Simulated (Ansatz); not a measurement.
Cubic phases of Li with oxygen, each at its own equilibrium volume: Li (fcc, 20.21 Å³/atom, 43³ k-points), Li2O (antifluorite, 8.24 Å³/atom, 41³ k-points), Li2O3 (cubic X2O3 (oxygen-deficient fluorite), 8.95 Å³/atom, 24³ k-points), LiO3 (ReO3, 11.52 Å³/atom, 30³ k-points).

Cubic X2O3: space group Pn-3m, simple cubic cell, positions in fractions of the edge: X (0.25 0.25 0.25), (0.75 0.75 0.25), (0.75 0.25 0.75), (0.25 0.75 0.75); O (0.5 0 0), (0 0.5 0), (0 0 0.5), (0.5 0.5 0), (0.5 0 0.5), (0 0.5 0.5).

These are results of Ansatz, PBE, plane waves, PAW datasets (generated soft set 1), not measurements.

Settings: cutoff 420 eV; no spin polarisation; Fermi–Dirac smearing of 0.061 eV.

**Question.** Between Li and LiO3, which of these phases are stable against splitting into two others of the list?

**Answer.** Li2O, Li2O3.

```
phase  E − best mixture (meV/atom)  best mixture
 Li2O                        -1573    Li + Li2O3
Li2O3                         -557   Li2O + LiO3
```

Only these cubic types compete here, and oxygen gas is not among them; real oxides often take other structures and magnetic states.

Model structures, not the usual forms at ambient conditions (metastable or hypothetical): Li (fcc type), Li2O3 (cubic X2O3 (oxygen-deficient fluorite) type), LiO3 (ReO3 type). Spin polarisation is left out, and a magnetic state may lie lower for LiO3.
